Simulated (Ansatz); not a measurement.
## LiH (wurtzite): gap against strain (uniaxial along x, other directions held)

LiH in the wurtzite structure (it has left that coordination), relaxed with r2SCAN in Ansatz, then strained (uniaxial along x, other directions held; changes of length per length, axes as in the cell below) with the atoms relaxed again within the symmetry that is left. The symmetry is P6_3/mmc (No. 194, hexagonal); conventional cell a = 3.256 Å, c = 4.068 Å, 9.34 Å³ an atom. Around Li lie 5 H at 1.88–2.03 Å; around H lie 5 Li at 1.88–2.03 Å. The cell started from the wurtzite prototype, but the relaxation took it to the higher symmetry P6_3/mmc (No. 194), so the name no longer describes it. No spin polarisation and no zero-point or thermal motion; the cell was built from a prototype and may be hypothetical.

```xyz
4
Lattice="3.2558 0.0000 0.0000 -1.6279 2.8196 0.0000 0.0000 0.0000 4.0684" Properties=species:S:1:pos:R:3 pbc="T T T"
Li    0.0000    1.8798   -0.2543
Li    1.6279    0.9399    1.7799
H     0.0000    1.8798    1.7800
H     1.6279    0.9399    3.8142
```

Gaps are the least over each mesh (PBE 12×12×6, r2SCAN 12×12×6, HSE06 6×6×4 when unstrained) and the special points, which keep their unstrained names; stress is the change from the unstrained cell, compression positive.

| strain (%) | gap, PBE (eV) | gap, r2SCAN (eV) | gap, HSE06 (eV) | edges, HSE06 | stress along the strain, r2SCAN (GPa) | energy rise, r2SCAN (meV/atom) |
| --- | --- | --- | --- | --- | --- | --- |
| -4.99 | 1.937 | 2.461 | 2.856 | Γ → Γ–K (0.98) | +2.79 | 3.9 |
| -0.32 | 1.842 | 2.349 | 2.743 | Γ → K | +0.16 | 0.0 |
| 0.0 | 1.837 | 2.342 | 2.736 | Γ → K | 0.00 | 0.0 |
| +5.0 | 1.767 | 2.257 | 2.649 | Γ → (0.318, 0.341, 0) | -2.15 | 3.2 |

Between zero and the nearest strains the slope of the HSE06 gap against strain is -0.021 eV per percent for negative and -0.017 for positive strain.

Where an edge lies off the special points, it is a point of the mesh or the k point where a search put PBE's edge or least direct gap, reused for the other functionals, whose own edges may lie a little apart.

Coordinates of k points refer to the reciprocal vectors of the primitive cell of the runs.

The meshes of the hybrids are coarse, so their gaps aren't converged to the digits shown.
